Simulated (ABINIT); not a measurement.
# CdS (Greenockite) (P6_3mc) in ABINIT: single point with r2SCAN

Aim: the single point of CdS (Greenockite) with r2SCAN.

Program: ABINIT 10.8.3 (patched build). These are calculated values, not measurements. Logs are shortened: lines on timing, memory, paths and dates and some standing lists are left out, and cuts for length are marked. The log counts tension as positive stress, the text compression.

**Measured values to compare with.**

“Isotope dependence of band-gap energy”, 2008, arxiv:0807.2152 quotes, for a bulk crystal of CdS: band gap 2.5809 ± 0.0002 eV.

How close the calculation comes is told below.

**1. The crystal as given**

It takes space group P6_3mc (No. 186, hexagonal). Conventional cell: a = 4.150 Å, b = 4.150 Å, c = 6.737 Å, α = 90.00°, β = 90.00°, γ = 120.00°. Cd (site symmetry 3m) has 4 S at 2.53 to 2.54 Å as nearest neighbours. S (site symmetry 3m) has 4 Cd at 2.53 to 2.54 Å as nearest neighbours.

**2. Single point, r2SCAN**

Contents of run.abi:

```
# Pseudopotentials
pp_dirpath "./"
pseudos "Cd.GGA_PBE-JTH.xml, S.GGA_PBE-JTH.xml"

# Structure
acell 4.15 4.15 6.737 Angstrom
rprim
     1.0000000000     0.0000000000     0.0000000000
    -0.5000000000     0.8660254038     0.0000000000
     0.0000000000     0.0000000000     1.0000000000
ntypat 2
znucl 48 16
natom 4
typat 1 1 2 2
xcart
     3.9211817090     2.2638953148     6.3655424508
    -0.0000000004     4.5277906302     0.0000000000
     3.9211817090     2.2638953148    11.1396992889
    -0.0000000004     4.5277906302     4.7741568381

# Plane-wave basis
ecut 26.0
pawecutdg 48.0

# k points
kptopt 1
ngkpt 9 9 5
nshiftk 1
shiftk 0.0 0.0 0.0

# Exchange and correlation
ixc -497498
usekden 1
pawxcdev 0

# Bands and occupations
nband 22
occopt 3
tsmear 0.05 eV

# SCF cycle
nstep 100
tolvrs 1.0e-7

# Output
iomode 3
prtwf 0
prtden 0
prteig 0
prtebands 0
```

Potentials or basis: JTH PAW PBE v2.0.

Command:

```
abinit run.abi > log 2>&1
```

run.abo:

```text
.Version 10.8.3 of ABINIT
 Symmetries : space group P6_3 m c (#186); Bravais hP (primitive hexag.)
================================================================================
 Values of the parameters that define the memory need of the present run
     intxc =       0    ionmov =       0      iscf =      17    lmnmax =      18
     lnmax =       6     mgfft =      60  mpssoang =       3    mqgrid =    3971
     natom =       4  nloc_mem =       2    nspden =       1   nspinor =       1
    nsppol =       1      nsym =      12    n1xccc =       1    ntypat =       2
    occopt =       3   xclevel =       2
       mpw =        4326          nfft =       96000          nkpt =          36
 PAW method is used; the additional fine FFT grid is defined by:
   mgfftf=        80    nfftf =    200000
================================================================================
================================================================================

--------------------------------------------------------------------------------
------------- Echo of variables that govern the present computation ------------
--------------------------------------------------------------------------------
 -outvars: echo values of preprocessed input variables --------
            acell      7.8423634225E+00  7.8423634225E+00  1.2731084910E+01 Bohr
              amu      1.12411000E+02  3.20660000E+01
             ecut      2.60000000E+01 Hartree
              ixc     -497498
         kptrlatt        9    0    0      0    9    0      0    0    5
          kptrlen      6.36554246E+01
            natom           4
            nband          22
            ngfft          40      40      60
          ngfftdg          50      50      80
             nkpt          36
            nstep         100
             nsym          12
           ntypat           2
           occopt           3
        pawecutdg      4.80000000E+01 Hartree
         pawxcdev           0
           prtden           0
        prtebands           0
           prteig           0
          prtkden           1
            prtwf           0
            rprim      1.0000000000E+00  0.0000000000E+00  0.0000000000E+00
                      -5.0000000000E-01  8.6602540380E-01  0.0000000000E+00
                       0.0000000000E+00  0.0000000000E+00  1.0000000000E+00
          spgroup         186
           tolvrs      1.00000000E-07
           tsmear      1.83746611E-03 Hartree
            typat      1  1  2  2
          usekden           1
           useylm           1
           xangst      2.0749999993E+00  1.1980018073E+00  3.3685000000E+00
                      -7.0344787244E-10  2.3960036159E+00  0.0000000000E+00
                       2.0749999993E+00  1.1980018073E+00  5.8948749983E+00
                      -7.0344787244E-10  2.3960036159E+00  2.5263749983E+00
            xcart      3.9211817099E+00  2.2638953142E+00  6.3655424551E+00
                      -1.3293238228E-09  4.5277906308E+00  0.0000000000E+00
                       3.9211817099E+00  2.2638953142E+00  1.1139699293E+01
                      -1.3293238228E-09  4.5277906308E+00  4.7741568381E+00
             xred      6.6666666632E-01  3.3333333298E-01  5.0000000000E-01
                       3.3333333299E-01  6.6666666632E-01  0.0000000000E+00
                       6.6666666632E-01  3.3333333298E-01  8.7499999975E-01
                       3.3333333299E-01  6.6666666632E-01  3.7499999975E-01
            znucl       48.00000   16.00000

================================================================================

 chkinp: Checking input parameters for consistency.

================================================================================
== DATASET  1 ==================================================================

--- !DatasetInfo
iteration_state: {dtset: 1, }
dimensions: {natom: 4, nkpt: 36, mband: 22, nsppol: 1, nspinor: 1, nspden: 1, mpw: 4326, }
cutoff_energies: {ecut:  26.0, pawecutdg:  48.0, }
electrons: {nelect:   3.60000000E+01, charge:   0.00000000E+00, occopt:   3.00000000E+00, tsmear:   1.83746611E-03, }
meta: {optdriver: 0, ionmov: 0, optcell: 0, iscf: 17, paral_kgb: 0, }
...

 Real(R)+Recip(G) space primitive vectors, cartesian coordinates (Bohr,Bohr^-1):
 R(1)=  7.8423634  0.0000000  0.0000000  G(1)=  0.1275126  0.0736194  0.0000000
 R(2)= -3.9211817  6.7916859  0.0000000  G(2)=  0.0000000  0.1472388  0.0000000
 R(3)=  0.0000000  0.0000000 12.7310849  G(3)=  0.0000000  0.0000000  0.0785479
 Unit cell volume ucvol=  6.7809411E+02 bohr^3
 Angles (23,13,12)=  9.00000000E+01  9.00000000E+01  1.20000000E+02 degrees

 Coarse grid specifications (used for wave-functions):

 getcut: wavevector=  0.0000  0.0000  0.0000  ngfft=  40  40  60
         ecut(hartree)=     26.000   => boxcut(ratio)=   2.05321

 Fine grid specifications (used for densities):

 getcut: wavevector=  0.0000  0.0000  0.0000  ngfft=  50  50  80
         ecut(hartree)=     48.000   => boxcut(ratio)=   2.01483

--- Pseudopotential description ------------------------------------------------
- pspini: atom type   1  psp file is ./Cd.GGA_PBE-JTH.xml
 Pseudopotential format is: paw10
 basis_size (lnmax)=  6 (lmn_size= 18), orbitals=   0   0   1   1   2   2
 Spheres core radius: rc_sph= 2.50233826
 Shapefunction is BESSEL type: shapef(r,l)=aa(1,l)*jl(q(1,l)*r)+aa(2,l)*jl(q(2,l)*r)
 Radius for shape functions =  2.31074885
 Compensation charge density is not taken into account in XC energy/potential

- pspini: atom type   2  psp file is ./S.GGA_PBE-JTH.xml
 Pseudopotential format is: paw10
 basis_size (lnmax)=  4 (lmn_size=  8), orbitals=   0   0   1   1
 Spheres core radius: rc_sph= 1.90380259
[... 45 lines left out ...]
  sigma(2 2)= -1.15918373E-05  sigma(3 1)=  0.00000000E+00
  sigma(3 3)= -3.31408488E-05  sigma(2 1)=  0.00000000E+00

--- !ResultsGS
iteration_state: {dtset: 1, }
comment   : Summary of ground state results
lattice_vectors:
- [  7.8423634,   0.0000000,   0.0000000, ]
- [ -3.9211817,   6.7916859,   0.0000000, ]
- [  0.0000000,   0.0000000,  12.7310849, ]
lattice_lengths: [   7.84236,    7.84236,   12.73108, ]
lattice_angles: [ 90.000,  90.000, 120.000, ] # degrees, (23, 13, 12)
lattice_volume:   6.7809411E+02
convergence: {deltae: -2.271E-07, res2:  4.885E-08, residm:  2.197E-05, diffor: null, }
etotal    :  -7.40288208E+01
entropy   :   0.00000000E+00
fermie    :   1.48689563E-01
cartesian_stress_tensor: # hartree/bohr^3
- [ -1.15918371E-05,   0.00000000E+00,   0.00000000E+00, ]
- [  0.00000000E+00,  -1.15918373E-05,   0.00000000E+00, ]
- [  0.00000000E+00,   0.00000000E+00,  -3.31408488E-05, ]
pressure_GPa:   5.5237E-01
xred      :
- [  6.6667E-01,   3.3333E-01,   5.0000E-01, Cd]
- [  3.3333E-01,   6.6667E-01,   0.0000E+00, Cd]
- [  6.6667E-01,   3.3333E-01,   8.7500E-01,  S]
- [  3.3333E-01,   6.6667E-01,   3.7500E-01,  S]
cartesian_forces: # hartree/bohr
- [  0.00000000E+00,  -1.42726311E-27,  -1.40064388E-03, ]
- [  0.00000000E+00,  -7.92923949E-28,  -1.40064388E-03, ]
- [  5.49353827E-28,   2.06160227E-27,   1.40064388E-03, ]
- [ -5.49353827E-28,   1.58584790E-28,   1.40064388E-03, ]
force_length_stats: {min:   1.40064388E-03, max:   1.40064388E-03, mean:   1.40064388E-03, }
...

 Integrated electronic density in atomic spheres:
 ------------------------------------------------
 Atom  Sphere_radius  Integrated_density
    1        2.50234         10.44074565
    2        2.50234         10.44074565
    3        1.90380          3.57165829
    4        1.90380          3.57165829

================================================================================

 ----iterations are completed or convergence reached----

 Mean square residual over all n,k,spin=   30.046E-08; max=  21.968E-06
 reduced coordinates (array xred) for    4 atoms
       0.666666666323      0.333333332985      0.500000000000
       0.333333332990      0.666666666318      0.000000000000
       0.666666666323      0.333333332985      0.874999999745
       0.333333332990      0.666666666318      0.374999999745
 rms dE/dt=  1.0297E-02; max dE/dt=  1.7528E-02; dE/dt below (all hartree)
    1       0.000000000000      0.000000000000      0.017527974389
    2       0.000000000000      0.000000000000      0.017527974389
    3       0.000000000000     -0.000000000000     -0.018135457849
    4       0.000000000000     -0.000000000000     -0.018135457849

 cartesian coordinates (angstrom) at end:
    1      2.07499999929655     1.19800180733800     3.36850000000000
    2     -0.00000000070345     2.39600361592800     0.00000000000000
    3      2.07499999929655     1.19800180733800     5.89487499828532
    4     -0.00000000070345     2.39600361592800     2.52637499828532

 cartesian forces (hartree/bohr) at end:
    1      0.00000000000000    -0.00000000000000    -0.00140064387638
    2      0.00000000000000    -0.00000000000000    -0.00140064387638
    3      0.00000000000000     0.00000000000000     0.00140064387638
    4     -0.00000000000000     0.00000000000000     0.00140064387638
 frms,max,avg= 8.0866212E-04 1.4006439E-03   0.000E+00  0.000E+00  2.386E-05 h/b

 cartesian forces (eV/Angstrom) at end:
    1      0.00000000000000    -0.00000000000000    -0.07202400397034
    2      0.00000000000000    -0.00000000000000    -0.07202400397034
    3      0.00000000000000     0.00000000000000     0.07202400397034
    4     -0.00000000000000     0.00000000000000     0.07202400397034
 frms,max,avg= 4.1583078E-02 7.2024004E-02   0.000E+00  0.000E+00  1.227E-03 e/A
 length scales=  7.842363422517  7.842363422517 12.731084910241 bohr
              =  4.150000000000  4.150000000000  6.737000000000 angstroms
 Fermi (or HOMO) energy (hartree) =   0.14869   Average Vxc (hartree)=  -0.34415
 Eigenvalues (hartree) for nkpt=  36  k points:
 kpt#   1, nband= 22, wtk=  0.00247, kpt=  0.0000  0.0000  0.0000 (reduced coord)
  -0.35337   -0.33743   -0.17394   -0.17313   -0.17313   -0.16972   -0.16972   -0.15718
  -0.15718   -0.15393   -0.15393   -0.14154   -0.04431    0.08883    0.08883    0.11569
   0.11728    0.11728    0.17705    0.23617    0.37365    0.37379
      occupation numbers for kpt#   1
   2.00000    2.00000    2.00000    2.00000    2.00000    2.00000    2.00000    2.00000
   2.00000    2.00000    2.00000    2.00000    2.00000    2.00000    2.00000    2.00000
   2.00000    2.00000    0.00000    0.00000    0.00000    0.00000
 prteigrs : prtvol=0 or 1, do not print more k-points.

--- !EnergyTerms
iteration_state     : {dtset: 1, }
comment             : Components of total free energy in Hartree
kinetic             :  3.45800535476550E+01
hartree             :  2.89580853362051E+01
xc                  : -1.29942525901410E+01
Ewald energy        : -8.48816927458574E+01
psp_core            :  3.08652000500173E+00
local_psp           : -8.98947756770556E+01
PAW spherical_terms :  4.71175133501123E+01
internal            : -7.40285487740799E+01
'-kT*entropy'       : -6.43069647506067E-11
total_energy        : -7.40285487741442E+01
total_energy_eV     : -2.01441943392268E+03
...

--- !EnergyTermsDC
iteration_state     : {dtset: 1, }
comment             : '"Double-counting" decomposition of free energy'
band_energy         : -4.03170729755433E+00
Ewald energy        : -8.48816927458574E+01
psp_core            :  3.08652000500173E+00
xc_dc               : -2.65470267216801E+01
PAW spherical_terms :  3.83450859582130E+01
internal            : -7.40288208018771E+01
'-kT*entropy'       : -6.43069647506067E-11
total_energy_dc     : -7.40288208019414E+01
total_energy_dc_eV  : -2.01442683617614E+03
...

--- !EnergyTermsWithPAWCore
iteration_state     : {dtset: 1, }
comment             : 'Components of total free energy, including PAW core contributions'
Total energy        : -1.19891568225469E+04
Total energy DC     : -1.19891570945747E+04
Total energy (eV)   : -3.26241577061962E+05
Total energy DC (eV): -3.26241584464216E+05
...

 Cartesian components of stress tensor (hartree/bohr^3)
  sigma(1 1)= -1.15918371E-05  sigma(3 2)=  0.00000000E+00
  sigma(2 2)= -1.15918373E-05  sigma(3 1)=  0.00000000E+00
  sigma(3 3)= -3.31408488E-05  sigma(2 1)=  0.00000000E+00

-Cartesian components of stress tensor (GPa)         [Pressure=  5.5237E-01 GPa]
- sigma(1 1)= -3.41043623E-01  sigma(3 2)=  0.00000000E+00
- sigma(2 2)= -3.41043628E-01  sigma(3 1)=  0.00000000E+00
- sigma(3 3)= -9.75037435E-01  sigma(2 1)=  0.00000000E+00

== END DATASET(S) ==============================================================
================================================================================

 -outvars: echo values of variables after computation  --------
            acell      7.8423634225E+00  7.8423634225E+00  1.2731084910E+01 Bohr
           etotal     -7.4028820802E+01
            fcart      0.0000000000E+00 -1.4272631089E-27 -1.4006438764E-03
                       0.0000000000E+00 -7.9292394939E-28 -1.4006438764E-03
                       5.4935382677E-28  2.0616022684E-27  1.4006438764E-03
                      -5.4935382677E-28  1.5858478988E-28  1.4006438764E-03
            rprim      1.0000000000E+00  0.0000000000E+00  0.0000000000E+00
                      -5.0000000000E-01  8.6602540380E-01  0.0000000000E+00
                       0.0000000000E+00  0.0000000000E+00  1.0000000000E+00
           strten     -1.1591837146E-05 -1.1591837309E-05 -3.3140848808E-05
                       0.0000000000E+00  0.0000000000E+00  0.0000000000E+00
           xangst      2.0749999993E+00  1.1980018073E+00  3.3685000000E+00
                      -7.0344787244E-10  2.3960036159E+00  0.0000000000E+00
                       2.0749999993E+00  1.1980018073E+00  5.8948749983E+00
                      -7.0344787244E-10  2.3960036159E+00  2.5263749983E+00
             xred      6.6666666632E-01  3.3333333298E-01  5.0000000000E-01
                       3.3333333299E-01  6.6666666632E-01  0.0000000000E+00
                       6.6666666632E-01  3.3333333298E-01  8.7499999975E-01
                       3.3333333299E-01  6.6666666632E-01  3.7499999975E-01
 Calculation completed.
```

Run time: 9 min. Hardware: 1 thread of Arm Neoverse V1, shared host; peak memory 0.31 GiB.

Results:

* Free energy: -2014.4268 eV
* Pressure: 0.6 GPa
* Largest force: 0.072 eV/Å
* Band gap on the k mesh: 1.63 eV, direct
* Valence electrons inside the program's atomic spheres: Cd 10.44; S 3.57

Forces in eV/Å, atoms in the order of the input:
```
Cd   0.000  0.000 -0.072
Cd   0.000  0.000 -0.072
S    0.000  0.000  0.072
S    0.000  0.000  0.072
```

Levels at points of the mesh, in eV from the valence-band top:
| k point | band 15 | band 16 | band 17 | band 18 | band 19 | band 20 | band 21 | band 22 |
| --- | --- | --- | --- | --- | --- | --- | --- | --- |
| (0.00, 0.00, 0.00) | -0.77 | -0.04 | 0.00 | 0.00 | 1.63 | 3.24 | 6.98 | 6.98 |

Caveat: totals of a meta-GGA on PAW files have another zero than those of a GGA; the PAW data sets were made with another functional, which shifts forces and pressure a little.

**3. How close it comes**

Step 2. Measured gap of CdS: 2.5809 eV (quoted in “Isotope dependence of band-gap energy”, 2008, arxiv:0807.2152). This calculation gives 1.63 eV (-0.95 eV). Spin-orbit coupling on Cd is left out. The value is that of r2SCAN, without temperature or zero-point motion.
